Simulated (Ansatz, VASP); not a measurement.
## One calculation of GaAs, two programs

```xyz
2
Lattice="0.0000 2.8268 2.8268 2.8268 0.0000 2.8268 2.8268 2.8268 0.0000" Properties=species:S:1:pos:R:3 pbc="T T T"
As    4.2403    4.2403    4.2403
Ga    0.0000    0.0000    0.0000
```

Alike in both runs: task band structure; functional PBE; k mesh 8 × 8 × 8; occupations fermi-dirac, width 0.05 eV; no spin polarisation.

```csv
,VASP,Ansatz
version,VASP 6.6.1,Ansatz 0.2.0
potentials or method,"VASP PAW PBE potentials, release 64 (As_GW, Ga_d_GW)",Ansatz PAW
plane-wave cutoff (eV),550,420
valence electrons in the cell,18,28
```

```tsv
	VASP	Ansatz	Ansatz less VASP
gap on the k mesh at the Fermi level (eV)	0.51	0.52	+0.006
least direct gap on the mesh (eV)	0.51	0.52	+0.006
gap along the band path (eV)	0.51	0.52	+0.006
pressure (GPa)	3.1	3.3	+0.18
```

The two sets of potentials don't hold the same shells in valence.
